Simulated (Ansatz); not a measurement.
Strain and the gap of SiC (zincblende)

Zincblende SiC, relaxed with r2SCAN in the plane-wave code Ansatz. It is cubic, F-43m (No. 216); conventional cell a = 4.356 Å, 10.33 Å³ an atom. Si is surrounded by 4 C at 1.89 Å; C is surrounded by 4 Si at 1.89 Å.

The axes x, y and z are those of this cell:
```
CELL_PARAMETERS angstrom
0.00000 2.17805 2.17805
2.17805 0.00000 2.17805
2.17805 2.17805 0.00000
ATOMIC_POSITIONS crystal
Si 0.00000 0.00000 0.00000
C 0.25000 0.25000 0.25000
```

Unstrained: With PBE the valence top lies at Γ and the conduction bottom at X, 1.358 eV higher; the smallest vertical gap, at X, is 4.547 eV. r2SCAN gives an indirect gap of 1.713 eV, from Γ to X; the least direct gap is 5.048 eV at X. The HSE06 gap is indirect, 2.227 eV (Γ to X), below the direct gap of 5.720 eV at X. Meshes: PBE 10×10×10, r2SCAN 10×10×10, HSE06 8×8×8. Strains are changes of length per length. After each strain the atoms were relaxed again with r2SCAN within the symmetry that the strain leaves, so tilts or polar shifts that break it weren't tested; points keep the names that they have in the unstrained zone. Calculated for a static, non-magnetic cell.

Changes of the least gap in eV (an overlap counts as a negative gap):
```csv
strain,volume change (%),space group,PBE,r2SCAN,HSE06,G0W0@PBE (mesh),"energy rise, r2SCAN (meV/atom)"
"epitaxial -4.0 % in the plane normal to [111], free normal strain +0.80 %",-7.1,R3m,-0.334,-0.326,-0.315,-0.31,70.2
"epitaxial -3.0 % in the plane normal to [111], free normal strain +0.60 %",-5.3,R3m,-0.227,-0.220,-0.212,-0.21,38.6
"epitaxial -2.0 % in the plane normal to [111], free normal strain +0.40 %",-3.6,R3m,-0.137,-0.131,-0.126,-0.12,16.8
"epitaxial -1.0 % in the plane normal to [111], free normal strain +0.20 %",-1.8,R3m,-0.061,-0.058,-0.056,-0.05,4.1
"epitaxial +1.0 % in the plane normal to [111], free normal strain -0.17 %",+1.8,R3m,-0.055,-0.062,-0.060,-0.07,3.9
"epitaxial +2.0 % in the plane normal to [111], free normal strain -0.34 %",+3.7,R3m,-0.106,-0.120,-0.115,-0.13,15.1
"epitaxial +3.0 % in the plane normal to [111], free normal strain -0.51 %",+5.5,R3m,-0.154,-0.175,-0.166,-0.20,33.3
"epitaxial +4.0 % in the plane normal to [111], free normal strain -0.68 %",+7.4,R3m,-0.197,-0.225,-0.212,-0.25,57.9
```
Unstrained, G0W0@PBE with 86 empty bands, a screening cutoff of 150 eV and a 6×6×6 mesh gives 2.17 eV on its mesh; the band count follows the volume. The G0W0 figures hold for the stated bands, cutoff and mesh and aren't extrapolated.

Epitaxial -4.0 % in the plane normal to [111], free normal strain +0.80 %. HSE06: the gap goes from 2.227 to 1.912 eV (-0.315 eV); with r2SCAN the top three valence levels at Γ, degenerate before, become 2+1 from the top over 611 meV. Stress change with r2SCAN, compression positive: xx +19.54, yy +19.54, zz +19.54, xy -9.77, xz -9.77, yz -9.77 GPa.

Epitaxial -3.0 % in the plane normal to [111], free normal strain +0.60 %. HSE06: the gap goes from 2.227 to 2.015 eV (-0.212 eV); the edges go from Γ → X to (-0.005, -0.003, -0.003) → X; with r2SCAN the top three valence levels at Γ, degenerate before, become 2+1 from the top over 430 meV. Stress change with r2SCAN, compression positive: xx +14.03, yy +14.03, zz +14.03, xy -7.05, xz -7.05, yz -7.05 GPa.

Epitaxial -2.0 % in the plane normal to [111], free normal strain +0.40 %. HSE06: the gap goes from 2.227 to 2.101 eV (-0.126 eV); with r2SCAN the top three valence levels at Γ, degenerate before, become 2+1 from the top over 270 meV. Stress change with r2SCAN, compression positive: xx +8.96, yy +8.96, zz +8.96, xy -4.51, xz -4.51, yz -4.51 GPa.

Epitaxial -1.0 % in the plane normal to [111], free normal strain +0.20 %. HSE06: the gap goes from 2.227 to 2.171 eV (-0.056 eV); with r2SCAN the top three valence levels at Γ, degenerate before, become 2+1 from the top over 126 meV. Stress change with r2SCAN, compression positive: xx +4.28, yy +4.28, zz +4.28, xy -2.17, xz -2.17, yz -2.17 GPa.

Epitaxial +1.0 % in the plane normal to [111], free normal strain -0.17 %. HSE06: the gap goes from 2.227 to 2.167 eV (-0.060 eV); with r2SCAN the top three valence levels at Γ, degenerate before, become 1+2 from the top over 105 meV. Stress change with r2SCAN, compression positive: xx -3.98, yy -3.98, zz -3.98, xy +1.96, xz +1.96, yz +1.96 GPa.

Epitaxial +2.0 % in the plane normal to [111], free normal strain -0.34 %. HSE06: the gap goes from 2.227 to 2.112 eV (-0.115 eV); with r2SCAN the top three valence levels at Γ, degenerate before, become 1+2 from the top over 195 meV. Stress change with r2SCAN, compression positive: xx -7.59, yy -7.59, zz -7.59, xy +3.76, xz +3.76, yz +3.76 GPa.

Epitaxial +3.0 % in the plane normal to [111], free normal strain -0.51 %. HSE06: the gap goes from 2.227 to 2.061 eV (-0.166 eV); with r2SCAN the top three valence levels at Γ, degenerate before, become 1+2 from the top over 268 meV. Stress change with r2SCAN, compression positive: xx -10.86, yy -10.86, zz -10.86, xy +5.41, xz +5.41, yz +5.41 GPa.

Epitaxial +4.0 % in the plane normal to [111], free normal strain -0.68 %. HSE06: the gap goes from 2.227 to 2.015 eV (-0.212 eV); with r2SCAN the top three valence levels at Γ, degenerate before, become 1+2 from the top over 327 meV. Stress change with r2SCAN, compression positive: xx -13.82, yy -13.82, zz -13.82, xy +6.91, xz +6.91, yz +6.91 GPa.

Where an edge lies off the special points, it is a point of the mesh or the k point where a search put PBE's edge or least direct gap, reused for the other functionals, whose own edges may lie a little apart.

Coordinates of k points refer to the reciprocal vectors of the primitive cell of the runs.

The meshes of the hybrids are coarse, so their gaps aren't converged to the digits shown.

The splittings at Γ are without spin-orbit coupling, which regroups them where it is of like size or larger.
